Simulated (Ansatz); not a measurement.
# TiB: the cost of one run

Method: DFT PBEsol, scalar-relativistic, plane waves, PAW, in Ansatz 0.2.0.

3 further runs of the same task are left out: 3 set aside as unsound or not needed. Runs told in other sessions of the task aren't counted.

**1. The system as given**

It takes space group F-43m (No. 216, cubic). Conventional cell: a = 4.914 Å, b = 4.914 Å, c = 4.914 Å, α = 90.00°, β = 90.00°, γ = 90.00°. Ti (site symmetry -43m) has 4 B at 2.13 Å in its first shell of neighbours. Around B (site symmetry -43m) lie 4 Ti at 2.13 Å.

Coordinates:

```cif
data_structure
_symmetry_space_group_name_H-M 'P 1'
_symmetry_Int_Tables_number 1
_cell_length_a 3.4745
_cell_length_b 3.4745
_cell_length_c 3.4745
_cell_angle_alpha 60.000
_cell_angle_beta 60.000
_cell_angle_gamma 60.000
_cell_volume 29.66
loop_
_atom_site_label
_atom_site_type_symbol
_atom_site_fract_x
_atom_site_fract_y
_atom_site_fract_z
_atom_site_occupancy
Ti1 Ti 0.75000 0.75000 0.75000 1
B1 B 0.00000 0.00000 0.00000 1
```

It is the result of an earlier relaxation at this level (volume 14.83 Å³/atom; gap on the mesh: none (metal)).

**2. Relaxing at 5 GPa**

At a set pressure the run lowers the enthalpy E + PV, so the energy alone may rise along the way.

input.yaml

```yaml
crystal:
  lattice:
    - [0.0, 2.4568284199, 2.4568284199]
    - [2.4568284199, 0.0, 2.4568284199]
    - [2.4568284199, 2.4568284199, 0.0]
  atoms:
    - { symbol: Ti, position: [0.75, 0.75, 0.75] }
    - { symbol: B, position: [0.0, 0.0, 0.0] }
basis:
  ecutwfc: 420
kpoints:
  mp_grid: { grid: [14, 14, 14] }
hamiltonian:
  xc: pbesol
scf:
  occupations: { method: fermi_dirac, width: 0.15 }
output:
  forces: true
  stress: true
  eigenvalues: true
relax:
  adjacent_minimum: "off"
  f_tol: 0.001
  max_steps: 60
  cell: { stress_tol: 0.02, p_target: 5.0 }
```

The run is started by

```bash
> ansatz run input.yaml --threads 1 --pin off --max-ram 3072MiB --backend cpu --events-out ev --progress --plain --runs-dir out
```

Q: Estimate wall time and peak memory on 1 thread of Arm Neoverse V2, shared host.

About 18 s, with a peak of 0.34 GiB.
